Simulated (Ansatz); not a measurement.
# SnTe: the cost of one run

Program: Ansatz 0.2.0. Level of theory: DFT PBE, scalar-relativistic, plane waves, PAW. These are calculated values, not measurements.

### Step 1. Starting point

It takes space group Fm-3m (No. 225, cubic). The conventional cell has a = 6.372 Å, b = 6.372 Å, c = 6.372 Å, α = 90.00°, β = 90.00°, γ = 90.00°. Around Sn (site symmetry m-3m) lie 6 Te at 3.19 Å. Around Te (site symmetry m-3m) lie 6 Sn at 3.19 Å.

As a file:

```
Sn Te
1.0
     0.00000    3.18581    3.18581
     3.18581    0.00000    3.18581
     3.18581    3.18581    0.00000
Sn Te
1 1
Cartesian
  0.0000 0.0000 0.0000
  3.1858 3.1858 3.1858
```

This is candidate A: structure listed in a database for this formula (Fm-3m, No. 225).

(A quick probe on a coarse mesh, which set the mesh and smearing, is not shown.)

### Step 3. Full relaxation (candidate A)

input.yaml reads:

```yaml
crystal:
  lattice:
    - [0.0, 3.1858130663, 3.1858130663]
    - [3.1858130663, 0.0, 3.1858130663]
    - [3.1858130663, 3.1858130663, 0.0]
  atoms:
    - { symbol: Sn, position: [0.0, 0.0, 0.0] }
    - { symbol: Te, position: [0.5, 0.5, 0.5] }
basis:
  ecutwfc: 420
kpoints:
  mp_grid: { grid: [16, 16, 16] }
hamiltonian:
  xc: pbe
scf:
  occupations: { method: gaussian, width: 0.1 }
output:
  forces: true
  stress: true
  eigenvalues: true
relax:
  adjacent_minimum: "off"
  f_tol: 0.01
  max_steps: 80
  cell: { stress_tol: 0.05 }
```

Launch:

```console
ansatz run input.yaml --threads 1 --pin off --max-ram 2560MiB --backend cpu --events-out ev --progress --plain --runs-dir out
```

**Question.** How long does this run take on 1 thread of Arm Neoverse V1, shared host, and how much memory does it need?

About 42 s, with a peak of 0.46 GiB.
